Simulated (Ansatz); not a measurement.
**Energy, volume and coordination in PbO2**

Theory: Ansatz 0.2.0, DFT PBE, scalar-relativistic, plane waves, PAW. All cells share a 420 eV cutoff and Γ-centred k meshes spaced at most about 0.3 Å⁻¹ (about 0.25 or finer for metals, 2π included). No spin polarisation.

All energies are static (0 K, no zero-point motion). Rows are sorted by volume; energies count from the lowest form computed. Coordination counts O atoms around Pb (those within 1.25 times the shortest such distance or 1.15 times the sum of covalent radii). The table shows 5 of 7 forms computed.

```
row                         form    source  atoms  coordination  V (Å³/atom)  gap on mesh (eV)  ΔE (meV/atom)
  1                         Cmce  invented      6          Pb 8         13.3                 0            107
  2        rutile type, P4_2/mnm       COD      6          Pb 6         14.8                 0              0
  3  cadmium chloride type, R-3m  invented      3          Pb 6         15.3              0.14              ?
  4       anatase type, I4_1/amd  invented      6          Pb 6         16.8                 0             48
  5                        Fd-3m  invented     12          Pb 6         18.2              0.67            123
```

The cell of row 3:

```
CELL_PARAMETERS angstrom
1.72291 0.99472 4.45594
-1.72291 0.99472 4.45594
0.00000 -1.98944 4.45594
ATOMIC_POSITIONS crystal
Pb 0.00000 0.00000 0.00000
O 0.25576 0.25576 0.25576
O 0.74424 0.74424 0.74424
```

Problem. Estimate the missing energy, and say where the row ranks.

Solution. 83 meV/atom, which puts it above row 4 and below row 1. Counting O atoms around Pb, row 3 and the lowest form (row 2) both have Pb 6. Shaken at random and relaxed again, this cell came back. Checks: no imaginary mode at Γ (other wave vectors untested).

The lowest form is a structure that the Crystallography Open Database (COD) lists.

No dispersion correction is applied, so the spacing and binding between layers, chains or molecules are poorly described (R-3m), and this can change margins and order among such cells. These runs have no spin–orbit coupling, which can matter for Pb. Kohn–Sham gaps at this level usually fall short of measured ones. The missing spin–orbit coupling can work the other way here. The zero gap of P4_2/mnm, I4_1/amd, Cmce may come from the functional, which often closes small gaps. Cells without such a test can be saddle points. Some candidate types were left out of the draw beforehand, so a known form may be missing.
